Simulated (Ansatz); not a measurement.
ZnS, DFT, PBE, all-electron PAW with datasets made for the crystal, scalar-relativistic (Ansatz 0.2.0), run on 1 thread of Intel(R) Xeon(R) 6975P-C (Granite Rapids) on a shared host.

The cell is COD entry 9008878, as deposited and not checked against the literature; nothing was relaxed. It differs from other determinations. The listed cell was then made from it by scaling, straining or moving an atom.

Command: `ansatz run input.yaml --threads 1 --pin off --max-ram 4096MiB --backend cpu --events-out ev --progress --plain --runs-dir out`

```yaml
crystal:
  lattice:
    - [3.8109987816, 0.0571649817, 0.0571649817]
    - [-1.8559930644, 3.2718392677, 0.0209238355]
    - [0.09351, 0.09351, 6.234]
  atoms:
    - { symbol: Zn, position: [0.3333333333, 0.6666666667, 0.0] }
    - { symbol: Zn, position: [0.6666666667, 0.3333333333, 0.5] }
    - { symbol: S, position: [0.3333333333, 0.6666666667, 0.385] }
    - { symbol: S, position: [0.6666666667, 0.3333333333, 0.885] }
kpoints:
  mp_grid: { grid: [8, 8, 5] }
scf:
  occupations: { method: fermi_dirac, width: 0.03 }
hamiltonian:
  xc: pbe
  pseudopotentials: { kind: all_electron, datasets: crystal }
output:
  forces: true
  stress: true
  eigenvalues: true
  efg: { contact_densities: true }
```

Question: How large is the problem that the program sets up?

Answer: 162 irreducible k-points, 939 plane waves at Γ, 22 bands.

Question: About how long does it take, and how much memory does it use?

Answer: 51 s of wall time for 11 SCF iterations, with a peak of 1.4 GiB. Times on shared machines scatter by tens of per cent.

Question: And the same cell and mesh by frozen-core PAW, asked for forces, stress, eigenvalues, efg, on the same hardware?

Answer: 12 s, peak memory 0.54 GiB.
